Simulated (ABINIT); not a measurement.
# Ta in ABINIT: the effect of potentials

Crystal: Ta.

```xyz
1
Lattice="-1.6513 1.6513 1.6513 1.6513 -1.6513 1.6513 1.6513 1.6513 -1.6513" Properties=species:S:1:pos:R:3 pbc="T T T"
Ta    0.0000    0.0000    0.0000
```

Alike in all runs:

| Quantity | Value |
| --- | --- |
| Program | ABINIT 10.8.3 (patched build) |
| Task | single point |
| Functional | r2SCAN |
| k mesh | 11 × 11 × 11 |
| Occupations | fermi-dirac, width 0.05 eV |
| Spin | no spin polarisation |

```csv
potentials,cutoff,pressure (GPa)
"Ansatz PAW PBE default generated set, frozen core",490 eV,-0.2
JTH PAW PBE v2.0,626 eV,0.2
Ansatz NC r2SCAN,1469 eV,0.7
SG15 NC PBE v1.2,844 eV,-9.6
PseudoDojo NC SR PBE v0.4.1 standard,952 eV,?
```

What does the run with potentials PseudoDojo NC SR PBE v0.4.1 standard give?

Pressure -1.9 GPa.

Caveats: the PAW data sets were made with another functional, which shifts forces and pressure a little (some runs); the potentials were made for another functional, which shifts forces and pressure (some runs); a meta-GGA on potentials with a model core is unreliable (some runs).

The runs don't all hold the same shells in valence.
